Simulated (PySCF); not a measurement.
An unknown shows these calculated signals:

$^{1}$H NMR (400 MHz, computed): δ 6.94 (s, 2H).

$^{13}$C{$^{1}$H} NMR (computed): δ 172.9 (C), 144.1 (CH).

- shielding tensors at B97-2/pcSseg-2 (GIAO)
- geometry: PBE0-D3(BJ)/def2-TZVP
- program: PySCF
- non-relativistic Hamiltonian, one conformer, equivalent nuclei averaged, gas phase

Chemical shifts δ = σref − σ; $^{1}$H (σref 31.64) and $^{13}$C (σref 185.38) against TMS, all at this level.

Question: Which of these does the molecule contain: a non-aromatic C=C double bond, a Si–CH3 group, a CH3CH2 unit, a (CH3)2CH unit?

Answer: 
- A non-aromatic C=C double bond: yes.
- A Si–CH3 group: no.
- A CH3CH2 unit: no.
- A (CH3)2CH unit: no.

The data belong to `InChI=1S/C4H2O3/c5-3-1-2-4(6)7-3/h1-2H`; they needn't prove each group on their own.

Carbon signals by region: 1 in the far downfield region (above 160 ppm), 1 in the sp2 and nitrile region (100–160 ppm). Above 160 ppm: 172.9, anhydride carbonyl carbon.

Shifts are as computed. Against solution values, carbons near 30 ppm lie about +3 ppm off and those near 130 ppm about +7 ppm. Of 1211 compounds with measured shifts, 218 miss one by over three times the rms of a fit or turn the order of signals round; such compounds aren't used in these exercises.
